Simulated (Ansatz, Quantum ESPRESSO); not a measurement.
# Hf and the pressure, program beside program

The cell as given:

Symmetry: Fm-3m, No. 225, cubic system. The conventional cell has a = 4.440 Å, b = 4.440 Å, c = 4.440 Å, α = 90.00°, β = 90.00°, γ = 90.00°. Around Hf (site symmetry m-3m) lie 12 Hf at 3.14 Å.

This isn't the form of Hf at room conditions, which is hcp.

Kept alike: task relaxation of cell and atoms; functional PBEsol; k mesh 10 × 10 × 10; occupations fermi-dirac, width 0.05 eV; no spin polarisation. The mesh is that of the run's cell of 1 atom. No spin-orbit coupling.

- A: Ansatz, all-electron LAPW, scalar-relativistic
- B: Quantum ESPRESSO, GBRV 1.5 PBEsol, cutoff 707 eV

```csv
pressure (GPa),A: volume (Å³/atom),B: volume (Å³/atom)
0,?,21.618
5,20.674,20.745
10,19.940,20.007
20,18.715,18.782
```

Values hold for each row's relaxed cell, which stops near the pressure aimed at. The runs follow the start's structure, whether or not it is the stable one at these pressures.

Task: Estimate the value left open.

Result: In the median of the other rows A lies -0.067 Å³/atom from the other column, which points to 21.551; the run gave 21.558 Å³/atom, +0.007 from it.
